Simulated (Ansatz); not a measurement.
# Se: the cost of one run

Code: Ansatz 0.2.0. Linear response, PAW datasets, plane waves. (Simulation; spin polarisation is off.)

### 1 Starting point

The cell was relaxed beforehand with r2SCAN+rVV10.

The symmetry is P3_121 (No. 152, trigonal); a = 4.293 Å, c = 5.041 Å in the conventional setting, 26.81 Å³ an atom. Around Se lie 2 Se at 2.39 Å.

The structure in full:

```cif
data_structure
_symmetry_space_group_name_H-M 'P 1'
_symmetry_Int_Tables_number 1
_cell_length_a 4.2927
_cell_length_b 4.2927
_cell_length_c 5.0409
_cell_angle_alpha 90.000
_cell_angle_beta 90.000
_cell_angle_gamma 120.000
_cell_volume 80.44
loop_
_atom_site_label
_atom_site_type_symbol
_atom_site_fract_x
_atom_site_fract_y
_atom_site_fract_z
_atom_site_occupancy
Se1 Se 0.22847 0.00000 0.33333 1
Se2 Se 0.00000 0.22847 0.66667 1
Se3 Se 0.77153 0.77153 0.00000 1
```

### 2 Dielectric tensor and Born charges, r2SCAN

input.yaml

```yaml
crystal:
  lattice:
    - [4.2926573531, 0.0, 0.0]
    - [-2.1463286765, 3.7175503175, 0.0]
    - [0.0, 0.0, 5.0408504863]
  atoms:
    - { symbol: Se, position: [0.2284670354, 0.0, 0.3333333333] }
    - { symbol: Se, position: [0.0, 0.2284670354, 0.6666666667] }
    - { symbol: Se, position: [0.7715329646, 0.7715329646, 0.0] }
kpoints:
  mp_grid: { grid: [6, 6, 4] }
hamiltonian:
  xc: r2scan
scf:
  occupations: { method: fixed }
dielectric: {}
```

Command:

```sh
ansatz run input.yaml --threads 4 --pin off --max-ram 7372MiB --backend cpu --events-out ev --progress --plain --runs-dir out
```

Q: Estimate wall time and peak memory on 4 threads of Arm Neoverse V2, shared host.

About 2.8 min, with a peak of 2.3 GiB.
